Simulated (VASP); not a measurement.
# SiC: relaxed cell and band gap, by functional

SiC, F-43m (no. 216), 2 atoms in the cell.

| Functional | Volume (Å³/atom) | Change from the starting volume (fraction) | Gap, path and mesh (eV) | Time (s) |
|---|---|---|---|---|
| XC = TPSS_X PBE_C | 10.38 | 0.003 | 1.31 | 85 |
| XC = SL PBE_C | 9.94 | -0.040 | 0.83 | 17 |
| XC = TASK_X PBE_C | 10.36 | 0.001 | 1.43 | 85 |
| XC = R2SCAN_X PBE_C | 10.18 | -0.016 | 2.00 | 59 |
| XC = SCAN_X PBE_C | 10.15 | -0.019 | 1.95 | 69 |

Limits: row 3: TASK was built for band gaps, and its volumes can be far off.

## Input of the first row

INCAR.step1:
```
SYSTEM = SiC
PREC     = Accurate       ! precision mode
ENCUT    = 600            ! plane-wave cutoff, eV
EDIFF    = 1E-5           ! SCF threshold, eV
ISMEAR   = 0              ! smearing method
SIGMA    = 0.02           ! smearing width, eV
LREAL    = .False.        ! projectors in reciprocal space
LASPH    = .True.         ! aspherical terms in the spheres
GGA_COMPAT= .False.      
ALGO     = Normal         ! electronic algorithm
NELM     = 150            ! most SCF steps
ISIF     = 2              ! what is computed and relaxed
LWAVE    = .True.         ! write WAVECAR
LCHARG   = .False.        ! write CHGCAR
GGA      = PE             ! functional
KPAR     = 2             
```

INCAR.step2, as INCAR.step1 but for:
```
- EDIFF = 1E-5
- ISIF = 2
- LWAVE = .True.
- GGA = PE
+ EDIFF = 1E-7
+ ISIF = 3
+ LWAVE = .False.
+ XC = TPSS_X PBE_C
+ LMIXTAU = .True.
+ IBRION = 2
+ EDIFFG = -0.005
+ NSW = 60
+ ISTART = 1
```

INCAR.step3, as INCAR.step2 but for:
```
- NSW = 60
- ISTART = 1
+ NSW = 40
```

INCAR.step4, as INCAR.step3 but for:
```
- ISIF = 3
- IBRION = 2
- EDIFFG = -0.005
- NSW = 40
+ ISIF = 2
+ NBANDS = 11
```

KPOINTS:
```
k-points
0
Gamma
  8 8 8
```

KPOINTS_OPT:
```
path GXWKGLUWLK,UX
8
line-mode
reciprocal
 0.0000000000  0.0000000000  0.0000000000  G
 0.5000000000  0.0000000000  0.5000000000  X

 0.5000000000  0.0000000000  0.5000000000  X
 0.5000000000  0.2500000000  0.7500000000  W

 0.5000000000  0.2500000000  0.7500000000  W
 0.3750000000  0.3750000000  0.7500000000  K

 0.3750000000  0.3750000000  0.7500000000  K
 0.0000000000  0.0000000000  0.0000000000  G

 0.0000000000  0.0000000000  0.0000000000  G
 0.5000000000  0.5000000000  0.5000000000  L

 0.5000000000  0.5000000000  0.5000000000  L
 0.6250000000  0.2500000000  0.6250000000  U

 0.6250000000  0.2500000000  0.6250000000  U
 0.5000000000  0.2500000000  0.7500000000  W

 0.5000000000  0.2500000000  0.7500000000  W
 0.5000000000  0.5000000000  0.5000000000  L

 0.5000000000  0.5000000000  0.5000000000  L
 0.3750000000  0.3750000000  0.7500000000  K

 0.6250000000  0.2500000000  0.6250000000  U
 0.5000000000  0.0000000000  0.5000000000  X
```

POSCAR.step1:
```
SiC
1.0
    0.0000000000      2.1790000000      2.1790000000
    2.1790000000      0.0000000000      2.1790000000
    2.1790000000      2.1790000000      0.0000000000
Si C
1 1
Direct
    0.0000000000      0.0000000000      0.0000000000
    0.7500000000      0.7500000000      0.7500000000
```

Commands (each step's output is kept before the next begins):
```
cat potpaw_PBE.64/Si/POTCAR potpaw_PBE.64/C/POTCAR > POTCAR
cp INCAR.step1 INCAR
cp POSCAR.step1 POSCAR
mpirun -np 2 vasp_std > vasp.out
cp INCAR.step2 INCAR
mpirun -np 2 vasp_std > vasp.out
cp CONTCAR POSCAR
rm WAVECAR CHG
cp INCAR.step3 INCAR
mpirun -np 2 vasp_std > vasp.out
cp CONTCAR POSCAR
rm WAVECAR CHG
cp INCAR.step4 INCAR
mpirun -np 2 vasp_std > vasp.out
```

Changes of the last row against the first:
```
- XC = TPSS_X PBE_C
+ XC = SCAN_X PBE_C
```

VASP 6.6.1 took 85 s on 2 cores (Intel Xeon 6975P-C (Granite Rapids)), a shared host.
